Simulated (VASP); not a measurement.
# A VASP 6.6.1 single-point calculation on SnO₂

INCAR

```
IBRION = -1
PREC = Accurate
LREAL = .FALSE.
SIGMA = 0.3
EDIFF = 1E-7
NELM = 120
NBANDS = 20
METAGGA = MS2
ISMEAR = -5
LWAVE = .FALSE.
ISIF = 2
NSW = 0
ENCUT = 520
LCHARG = .FALSE.
LASPH = .TRUE.
```

KPOINTS

```
KPOINTS created by Atomic Simulation Environment
0
Gamma
8 8 8
0 0 0
```

POSCAR

```
Sn O
 1.0000000000000000
     0.0000000000000000    2.5423341048000001    2.5334669704000001
     2.5423341048000001    0.0000000000000000    2.5334669704000001
     2.5423341048000001    2.5423341048000001    0.0000000000000000
 Sn  O
   1   2
Cartesian
  0.0000000000000000  0.0000000000000000  0.0000000000000000
  1.2711670523999998  1.2711670523999998  1.2667334851999998
  3.8135011571999997  3.8135011571999997  3.8002004555999997
```

The recommended PBE PAW datasets give the neutral cell 26 valence electrons.

Command

```
mpirun -np 1 vasp_std
```

OSZICAR

```
N       E                     dE             d eps       ncg     rms          rms(c)
DAV:   1     0.194369923711E+03    0.19437E+03   -0.12529E+04  2640   0.185E+03
DAV:   2    -0.205330369798E+02   -0.21490E+03   -0.20382E+03  2552   0.458E+02
DAV:   3    -0.414950510450E+02   -0.20962E+02   -0.20759E+02  2704   0.121E+02
DAV:   4    -0.419972549431E+02   -0.50220E+00   -0.50180E+00  2688   0.191E+01
DAV:   5    -0.420082164209E+02   -0.10961E-01   -0.10961E-01  3012   0.296E+00    0.103E+01
DAV:   6    -0.192496439227E+02    0.22759E+02   -0.89369E+00  2776   0.752E+01    0.469E+00
DAV:   7    -0.193978997313E+02   -0.14826E+00   -0.27563E+00  2924   0.160E+01    0.307E+00
DAV:   8    -0.194214939961E+02   -0.23594E-01   -0.11888E-01  3452   0.475E+00    0.162E+00
DAV:   9    -0.194150211389E+02    0.64729E-02   -0.59702E-02  2480   0.353E+00    0.320E-01
DAV:  10    -0.194128052102E+02    0.22159E-02   -0.92080E-03  3568   0.176E+00    0.167E-01
DAV:  11    -0.194119420259E+02    0.86318E-03   -0.12455E-03  2616   0.449E-01    0.261E-02
DAV:  12    -0.194118974298E+02    0.44596E-04   -0.56279E-05  2640   0.714E-02    0.324E-02
DAV:  13    -0.194120146568E+02   -0.11723E-03   -0.56301E-05  2904   0.798E-02    0.752E-03
DAV:  14    -0.194120675755E+02   -0.52919E-04   -0.34384E-06  2876   0.284E-02    0.700E-03
DAV:  15    -0.194120668439E+02    0.73161E-06   -0.29326E-06  2828   0.178E-02    0.117E-03
DAV:  16    -0.194120690579E+02   -0.22140E-05   -0.25692E-07  2592   0.536E-03    0.704E-04
DAV:  17    -0.194120680248E+02    0.10331E-05   -0.66516E-09  1448   0.941E-04    0.525E-04
DAV:  18    -0.194120677210E+02    0.30379E-06   -0.17033E-08  1396   0.128E-03    0.733E-05
DAV:  19    -0.194120676091E+02    0.11185E-06   -0.24477E-09  1340   0.660E-04    0.399E-05
DAV:  20    -0.194120674151E+02    0.19398E-06   -0.50890E-10  1348   0.294E-04    0.168E-05
DAV:  21    -0.194120673819E+02    0.33184E-07   -0.16739E-10  1324   0.188E-04
   1 F= -.19412067E+02 E0= -.19412067E+02  d E =0.000000E+00
```

Standard output (part)

```
POSCAR found type information on POSCAR SnO
 POSCAR found :  2 types and       3 ions
 LDA part: xc-table for (None), standard interpolation
 POSCAR, INCAR and KPOINTS ok, starting setup
 WAVECAR not read
 entering main loop
```

From OUTCAR

```
k-points           NKPTS =     59   k-points in BZ     NKDIM =     59   number of bands    NBANDS=     20

   NELECT =      26.0000    total number of electrons

   dimension x,y,z NGX =    28 NGY =   28 NGZ =   28
   dimension x,y,z NGXF=    56 NGYF=   56 NGZF=   56

  energy-cutoff  :      520.00
  volume of cell :       32.75
      direct lattice vectors                 reciprocal lattice vectors
     0.000000000  2.542334105  2.533466970    -0.196669666  0.196669666  0.197358010
     2.542334105  0.000000000  2.533466970     0.196669666 -0.196669666  0.197358010
     2.542334105  2.542334105  0.000000000     0.196669666  0.196669666 -0.197358010

 k-points in reciprocal lattice and weights: KPOINTS created by Atomic Simulation Env
   0.00000000  0.00000000  0.00000000       0.002
   0.12500000 -0.00000000  0.00000000       0.016
   0.25000000 -0.00000000  0.00000000       0.016
   0.37500000 -0.00000000  0.00000000       0.016
   0.50000000 -0.00000000  0.00000000       0.008
   0.12500000  0.12500000  0.00000000       0.004
   0.25000000  0.12500000  0.00000000       0.016
   0.37500000  0.12500000  0.00000000       0.016
   ...

 E-fermi :   7.7026

 k-point     1 :       0.0000    0.0000    0.0000
  band No.  band energies     occupation
      1     -13.1508      2.00000
      2     -13.1508      2.00000
      3     -13.1474      2.00000
      4     -13.0766      2.00000
      5     -12.9137      2.00000
      6     -12.9128      2.00000
      7      -9.4604      2.00000
      8       4.6826      2.00000
      9       4.7005      2.00000
     10       4.7005      2.00000
     11       6.2193      2.00000
     12       6.2194      2.00000
     13       6.2792      2.00000
     14       8.0943      0.00000
     15      15.0712      0.00000
     16      15.0941      0.00000
     17      15.0941      0.00000
     18      21.2880      0.00000
     19      23.3108      0.00000
     20      23.4078      0.00000

 k-point     2 :       0.1250   -0.0000    0.0000
  band No.  band energies     occupation
      1     -13.2641      2.00000
      2     -13.1386      2.00000
      3     -13.1364      2.00000
      4     -12.9160      2.00000
      5     -12.9135      2.00000
      6     -12.8974      2.00000
      7      -9.4165      2.00000
      8       4.1421      2.00000
      9       4.6110      2.00000
     10       4.6185      2.00000
     11       5.3486      2.00000
     12       6.1128      2.00000
     13       6.1498      2.00000
     14       9.4327      0.00000
     15      14.9175      0.00000
     16      15.4774      0.00000
     17      15.4928      0.00000
     18      22.3886      0.00000
     19      23.3553      0.00000
     20      23.4473      0.00000

 k-point     3 :       0.2500   -0.0000    0.0000
  band No.  band energies     occupation
      1     -13.5264      2.00000
      2     -13.1126      2.00000
      3     -13.1105      2.00000
      4     -12.9126      2.00000
      5     -12.9110      2.00000
      6     -12.3764      2.00000
      7      -9.4362      2.00000
      8       2.9366      2.00000
      9       4.4365      2.00000
     10       4.4397      2.00000
     11       4.5179      2.00000
     12       5.8577      2.00000
     13       5.8850      2.00000
     14      11.2430      0.00000
     15      14.9732      0.00000
     16      16.5339      0.00000
     17      16.5494      0.00000
     18      23.4593      0.00000
     19      23.5344      0.00000
     20      24.1878      0.00000

 ...

  Total       -0.4768839     -0.4768839     -0.1325881      0.0000000     -0.0000000      0.0000000
  in kB      -23.3298957    -23.3298957     -6.4864131      0.0000000     -0.0000000      0.0000000
  external PRESSURE =     -17.7154015 kB  Pullay stress =       0.0000000 kB

 POSITION                                       TOTAL-FORCE (eV/Angst)
 -----------------------------------------------------------------------------------
      0.00000      0.00000      0.00000        -0.000000      0.000000      0.000000
      1.27117      1.27117      1.26673         0.000000     -0.000000     -0.000000
      3.81350      3.81350      3.80020        -0.000000     -0.000000      0.000000
 -----------------------------------------------------------------------------------
    total drift:                               -0.000000     -0.000000      0.000000

  FREE ENERGIE OF THE ION-ELECTRON SYSTEM (eV)
  ---------------------------------------------------
  free  energy   TOTEN  =       -19.4120673819 eV

  energy  without entropy=      -19.4120673819  energy(sigma->0) =      -19.41206738
```

It converged. Results: gap between bands v and c on the k mesh 0.42 eV; least direct gap on the k mesh 1.82 eV; pressure -1.8 GPa. Band v is the last that the valence electrons fill when counted band by band, and c is the next.

For comparison, a separate PBE run of the intended cell, on usual settings and not on those above, gives a gap of 0.20 eV on its mesh and a pressure of 8.4 GPa.

The run above took about 95 s on one core of a shared host (Intel Xeon 6975P-C) and held 0.19 GiB at most.
